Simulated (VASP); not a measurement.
Input of a VASP 6.6.1 run:

INCAR

```
PREC = Accurate
ENCUT = 600
EDIFF = 1E-7
ISMEAR = -1
SIGMA = 0.02
LREAL = F
LASPH = T
NELM = 100
ALGO = Normal
ISIF = 3
LWAVE = F
LCHARG = F
GGA = PE
IBRION = 2
NSW = 80
EDIFFG = -0.005
```

Contents of KPOINTS:

```
Automatic mesh
0
Gamma
  8 8 8
```

POSCAR

```
Ca
1.0
   -2.2400000000      2.2400000000      2.2400000000
    2.2400000000     -2.2400000000      2.2400000000
    2.2400000000      2.2400000000     -2.2400000000
Ca
1
Direct
    0.0000000000      0.0000000000      0.0000000000
```

Potentials or basis: VASP PAW PBE potentials, release 64 (Ca_sv).

The run is started by

```sh
$ cat potpaw_PBE.64/Ca_sv/POTCAR > POTCAR
$ mpirun -np 1 vasp_std > vasp.out
```

Problem. Predict the relaxed cell.

Solution. a = 3.800 Å, b = 3.800 Å, c = 3.800 Å, α = 109.47°, β = 109.47°, γ = 109.47°.

Problem. Estimate the relaxed volume.

Solution. 42.26 Å³/atom.

Problem. Predict the space group after relaxing (to 0.05 Å).

Solution. Im-3m (No. 229).

Final structure:
```xyz
1
Lattice="-2.1942 2.1942 2.1942 2.1942 -2.1942 2.1942 2.1942 2.1942 -2.1942" Properties=species:S:1:pos:R:3 pbc="T T T"
Ca    2.1942    2.1942    2.1942
```
